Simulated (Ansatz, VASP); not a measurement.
Given: the input of a run of VASP 6.6.1 on Si.

POSCAR

```
Si
1.0
    2.6205428149      0.0000000000      0.0000000000
   -1.3102714075      2.2694566494      0.0000000000
    0.0000000000      0.0000000000      2.4663543900
Si
1
Direct
    0.0000000000      0.0000000000      0.0000000000
```

File INCAR.step1:

```
SYSTEM = Si
  ALGO = Normal
  EDIFF = 1E-5
  ENCUT = 600
  GGA = PE
  ISMEAR = -1
  LASPH = .TRUE.
  LCHARG = .FALSE.
  LREAL = .FALSE.
  LWAVE = .TRUE.
  NELM = 100
  PREC = Accurate
  SIGMA = 0.05
```

INCAR.step2

```
SYSTEM = Si
  AEXX = 0.25
  ALGO = Normal
  EDIFF = 1E-6
  EDIFFG = -0.01
  ENCUT = 600
  GGA = PE
  IBRION = 2
  ISIF = 3
  ISMEAR = -1
  ISTART = 1
  LASPH = .TRUE.
  LCHARG = .FALSE.
  LHFCALC = .TRUE.
  LREAL = .FALSE.
  LWAVE = .FALSE.
  NELM = 100
  NSW = 40
  PREC = Accurate
  PRECFOCK = Fast
  SIGMA = 0.05
```

The input KPOINTS:

```
k-points
0
G
  6 6 6
  0 0 0
```

Potentials or basis: VASP PAW PBE potentials, release 64 (Si).

The run is started by

```bash
$ cat potpaw_PBE.64/Si/POTCAR > POTCAR
$ cp INCAR.step1 INCAR
$ mpirun -np 1 vasp_std > vasp.out
$ cp INCAR.step2 INCAR
$ mpirun -np 1 vasp_std > vasp.out
```

Question: Translate it to Ansatz 0.2.0. Potentials there: Ansatz PAW.

Answer: As run (the cutoff follows the program's own potentials):

File input.yaml:

```yaml
crystal:
  lattice:
    - [2.6205428149, 0.0, 0.0]
    - [-1.3102714075, 2.2694566494, 0.0]
    - [0.0, 0.0, 2.46635439]
  atoms:
    - { symbol: Si, position: [0.0, 0.0, 0.0] }
hamiltonian:
  xc: pbe0
  pseudopotentials: { kind: paw }
kpoints:
  mp_grid: { grid: [6, 6, 6] }
scf:
  occupations: { method: fermi_dirac, width: 0.05 }
output:
  forces: true
  stress: true
  eigenvalues: true
relax:
  f_tol: 0.01
  max_steps: 40
  cell: { stress_tol: 0.05 }
```

Potentials or basis: Ansatz PAW.

Command:

```bash
$ ansatz run input.yaml --threads 2 --pin off --max-ram 5632MiB --backend cpu --events-out ev --progress --plain --runs-dir out
```

Both were run:

|  | VASP | Ansatz | Ansatz less VASP |
| --- | --- | --- | --- |
| gap on the k mesh at the Fermi level, each at its own relaxed structure (eV) | none | none | - |
| relaxed volume (Å³/atom) | 14.88 | 14.93 | +0.048 |
| relaxed cell length with the largest relative difference (Å) | 2.503 | 2.506 | +0.0030 |
| energy change over the relaxation (meV/atom) | -5 | -6 | -0.7 |

A gap of «none» marks a metal or a gap that the smearing closes.

Caveats: the k mesh is coarse (spacing up to 0.46 Å⁻¹), so the values aren't converged, least of all with exact exchange; the PAW data sets were made with another functional, which shifts forces and pressure a little (VASP); the plane-wave basis is chosen anew once the cell has moved, so the energies of steps on either side of that aren't comparable (Ansatz); the PAW data sets come from PBE, with cores solved anew for the run's functional, which leaves a small shift of forces and pressure (Ansatz).
